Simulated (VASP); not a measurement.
Write the native input for VASP 6.6.1 that does the following.

| Item | Value |
| --- | --- |
| Task | single point |
| Functional | r2SCAN |
| Dispersion | rVV10 |
| Potentials or basis | VASP PAW PBE potentials, release 64 (S, Mo_sv) |
| Cutoff | 520 eV |
| k mesh | 12 × 12 × 1 |
| Occupations | gaussian, width 0.01 eV |
| Spin | no spin polarisation |
| Dipole correction | no |
| Further INCAR settings | ALGO = Normal; EDIFF = 1e-06; NBANDS = 35 |

The system is MoS2, a sheet with vacuum.

```
CELL_PARAMETERS angstrom
3.17347 0.00000 0.00000
-1.58673 2.74831 0.00000
0.00000 0.00000 24.27000
ATOMIC_POSITIONS crystal
S 0.00000 0.00000 0.30783
S 0.00000 0.00000 0.43600
S 0.33333 0.66667 0.56401
S 0.33333 0.66667 0.69217
Mo 0.33333 0.66667 0.37190
Mo 0.66667 0.33333 0.62808
```

The cell was built by a generator and needn't be a form met in nature.

One way to write it, as run:

POSCAR

```
MoS2
1.0
    3.1734697443      0.0000000000      0.0000000000
   -1.5867348721      2.7483054167      0.0000000000
    0.0000000000      0.0000000000     24.2700000000
S Mo
4 2
Direct
    0.0000000000      0.0000000000      0.3078328054
    0.0000000000      0.0000000000      0.4359963600
    0.3333333333      0.6666666667      0.5640125502
    0.3333333333      0.6666666667      0.6921728160
    0.3333333333      0.6666666667      0.3719038570
    0.6666666667      0.3333333333      0.6280816114
```

INCAR.step1

```
SYSTEM = MoS2
ALGO = Normal
EDIFF = 1E-4
ENCUT = 520
GGA = PE
ISMEAR = 0
LASPH = .True.
LCHARG = .False.
LREAL = .False.
LWAVE = .True.
NBANDS = 35
NELM = 60
PREC = Accurate
SIGMA = 0.01
```

INCAR.step2

```
SYSTEM = MoS2
ALGO = Normal
BPARAM = 11.95
CPARAM = 0.0093
EDIFF = 1E-6
ENCUT = 520
ISIF = 2
ISMEAR = 0
ISTART = 1
IVDW_NL = 2
LASPH = .True.
LCHARG = .False.
LMIXTAU = .True.
LREAL = .False.
LUSE_VDW = .True.
LWAVE = .False.
METAGGA = R2SCAN
NBANDS = 35
NELM = 60
PREC = Accurate
SIGMA = 0.01
```

KPOINTS

```
k-points
0
Gamma
  12 12 1
  0 0 0
```

Potentials or basis: VASP PAW PBE potentials, release 64 (S, Mo_sv).

Run with:

```console
$ cat potpaw_PBE.64/S/POTCAR potpaw_PBE.64/Mo_sv/POTCAR > POTCAR
$ cp INCAR.step1 INCAR
$ mpirun -np 1 vasp_std > vasp.out
$ cp INCAR.step2 INCAR
$ mpirun -np 1 vasp_std > vasp.out
```

Results of the run:

```yaml
Largest_force: 0.017 eV/Å
Band_gap_on_the_k_mesh: 1.28 eV, indirect (least direct gap 1.76 eV)
```

Caveat: the PAW data sets were made with another functional, which shifts forces and pressure a little.

It took 12 min on 1 thread of Intel(R) Xeon(R) 6975P-C (Granite Rapids), with other jobs on the host, peak memory 0.79 GiB.
